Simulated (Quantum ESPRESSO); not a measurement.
## Al: phonons and electron-phonon coupling with PBE

Al:

```
Al
1.0
     0.00000    2.02481    2.02481
     2.02481    0.00000    2.02481
     2.02481    2.02481    0.00000
Al
1
Direct
  0.00000 0.00000 0.00000
```

```yaml
Program: Quantum ESPRESSO 7.5
Task: phonons and electron-phonon coupling
Functional: PBE
Potentials_or_basis: PseudoDojo 0.4 SR PBE stringent
Cutoff: 544 eV
Density_cutoff: 2177 eV
k_mesh: 12 × 12 × 12
Occupations: methfessel-paxton, width 0.272 eV
Spin: no spin polarisation
Mixing_beta: 0.5
Most_SCF_iterations: 120
SCF_threshold: 2e-10 Ry
q_mesh: 4 × 4 × 4
```

The relaxed volume is 16.48 Å³/atom and the relaxed cell is a = 2.856 Å, b = 2.856 Å, c = 2.856 Å, α = 60.00°, β = 60.00°, γ = 60.00°. The space group after relaxing (to 0.05 Å) is Fm-3m (No. 225), the pressure after relaxing is 0.0 GPa and the band gap on the k mesh is none (metal or under the smearing width). The highest phonon frequency is 338 cm⁻¹. The zero-point energy is 0.039 eV/atom.

Step by step:
```csv
step,energy change (eV),largest force (eV/Å),pressure (GPa),volume (Å³)
1,0.0000,0.0000,-0.59,16.60
2,-0.0001,0.0000,-0.36,16.55
3,-0.0002,0.0000,0.00,16.48
4,-0.0002,0.0000,0.00,16.48
```

Final structure:
```cif
data_structure
_symmetry_space_group_name_H-M 'P 1'
_symmetry_Int_Tables_number 1
_cell_length_a 2.8563
_cell_length_b 2.8563
_cell_length_c 2.8563
_cell_angle_alpha 60.000
_cell_angle_beta 60.000
_cell_angle_gamma 60.000
_cell_volume 16.48
loop_
_atom_site_label
_atom_site_type_symbol
_atom_site_fract_x
_atom_site_fract_y
_atom_site_fract_z
_atom_site_occupancy
Al1 Al 0.00000 0.00000 0.00000 1
```

Levels at points of the mesh, in eV from the Fermi level:
```tsv
k point	band 1	band 2	band 3	band 4	band 5
(0.00, 0.00, 0.00)	-11.02	12.74	12.74	14.23	14.23
(0.00, 0.00, -0.50)	-4.48	-4.26	11.54	11.54	11.58
(0.00, -0.50, -0.50)	-2.81	-1.48	5.38	5.72	5.72
```

Phonon frequencies in cm⁻¹ (negative: imaginary):
| q point | frequencies |
| --- | --- |
| (0.000, 0.000, 0.000) | 0 0 0 |
| (0.318, 0.000, 0.318) | 162 162 271 |
| (0.500, 0.150, 0.650) | 209 229 308 |
| (0.346, 0.346, 0.692) | 179 274 276 |
| (0.144, 0.144, 0.288) | 100 130 206 |
| (0.091, 0.091, 0.091) | 46 46 95 |
| (0.409, 0.409, 0.409) | 138 138 291 |
| (0.589, 0.321, 0.589) | 175 244 292 |
| (0.500, 0.275, 0.725) | 212 265 271 |
| (0.500, 0.450, 0.550) | 147 158 300 |
| (0.431, 0.431, 0.639) | 167 215 298 |
| (0.562, 0.125, 0.562) | 191 218 327 |

Phonon frequencies at the corners of the path (cm⁻¹, interpolated; i marks imaginary ones):
```csv
point,frequencies
Γ,0 0 0
X,194 194 338
W,215 267 267
K,184 260 296
L,141 141 299
U,184 260 296
```

Phonon states per cell in windows of 20 cm⁻¹ (negative: imaginary):
| from (cm⁻¹) | total |
| --- | --- |
| 0 | 0.00 |
| 20 | 0.00 |
| 40 | 0.01 |
| 60 | 0.03 |
| 80 | 0.05 |
| 100 | 0.09 |
| 120 | 0.17 |
| 140 | 0.35 |
| 160 | 0.41 |
| 180 | 0.43 |
| 200 | 0.25 |
| 220 | 0.20 |
| 240 | 0.20 |
| 260 | 0.16 |
| 280 | 0.53 |
| 300 | 0.09 |
| 320 | 0.03 |

Harmonic thermodynamics per atom at this volume (zero-point energy 38.7 meV, Debye temperature from the second moment 403 K):
```tsv
T (K)	free energy (meV)	entropy (k_B)	heat capacity Cv (k_B)
50	38.6	0.14	0.44
100	36.6	0.80	1.53
200	23.3	2.23	2.47
298.15	-0.1	3.27	2.74
500	-70.8	4.74	2.90
800	-212.5	6.12	2.96
```

Electron-phonon coupling by broadening of the double delta (levels on a 36 × 36 × 36 mesh):
```
broadening (eV)     λ  N(E_F) (states/eV a spin and cell)  ω_log (K)  Tc, μ* 0.10 (K)  Tc, μ* 0.13 (K)
           0.07  0.47                               0.195        338              3.0              1.7
           0.14  0.38                               0.194        318              1.1              0.4
           0.20  0.37                               0.195        316              0.9              0.3
           0.27  0.38                               0.198        316              1.0              0.4
           0.34  0.39                               0.200        315              1.1              0.5
           0.41  0.39                               0.201        314              1.2              0.5
           0.48  0.40                               0.201        313              1.3              0.5
           0.54  0.40                               0.201        312              1.3              0.6
           0.61  0.40                               0.201        312              1.3              0.6
           0.68  0.40                               0.201        311              1.4              0.6
```

The same from a weighted sum over the computed q points, without interpolation:
```tsv
broadening (eV)	λ	ω_log (K)	Tc, μ* 0.10 (K)	Tc, μ* 0.13 (K)
0.07	0.48	321	3.4	2.0
0.14	0.38	319	1.0	0.4
0.20	0.37	319	0.8	0.3
0.27	0.38	318	1.0	0.4
0.34	0.39	318	1.1	0.4
0.41	0.39	317	1.2	0.5
0.48	0.39	317	1.2	0.5
0.54	0.40	316	1.3	0.5
0.61	0.40	316	1.3	0.6
0.68	0.40	316	1.3	0.6
```

Eliashberg function at a broadening of 0.27 eV:
| cm⁻¹ | α²F |
| --- | --- |
| 9 | 0.000 |
| 26 | 0.000 |
| 43 | 0.000 |
| 60 | 0.002 |
| 77 | 0.005 |
| 95 | 0.009 |
| 112 | 0.018 |
| 129 | 0.038 |
| 146 | 0.095 |
| 163 | 0.134 |
| 181 | 0.199 |
| 198 | 0.204 |
| 215 | 0.159 |
| 232 | 0.194 |
| 249 | 0.235 |
| 267 | 0.159 |
| 284 | 0.691 |
| 301 | 0.172 |
| 318 | 0.070 |
| 335 | 0.003 |

Coupling and linewidth of each mode at the computed q points (broadening 0.27 eV):
| q | cm⁻¹ | λ of the modes | linewidths (GHz) |
| --- | --- | --- | --- |
| (0.00, 0.00, 0.25) | 111 111 228 | 0.05 0.05 0.15 | 2 2 18 |
| (0.00, 0.00, -0.50) | 141 141 299 | 0.09 0.09 0.17 | 4 4 35 |
| (0.00, 0.25, 0.25) | 137 137 223 | 0.13 0.13 0.28 | 6 6 32 |
| (0.00, 0.25, -0.50) | 173 222 295 | 0.11 0.09 0.18 | 7 10 36 |
| (0.00, 0.25, -0.25) | 154 204 276 | 0.03 0.13 0.22 | 2 12 39 |
| (0.00, -0.50, -0.50) | 194 194 338 | 0.14 0.14 0.13 | 12 12 33 |
| (0.25, -0.50, -0.25) | 215 267 267 | 0.09 0.19 0.19 | 9 31 31 |

It took 3.8 min on 4 MPI ranks on Arm Neoverse V2, with other jobs on the host, peak memory 0.2 GiB a rank.

Caveat: λ from interpolated matrix elements is rough: modes that symmetry makes equal can differ by tens of percent.
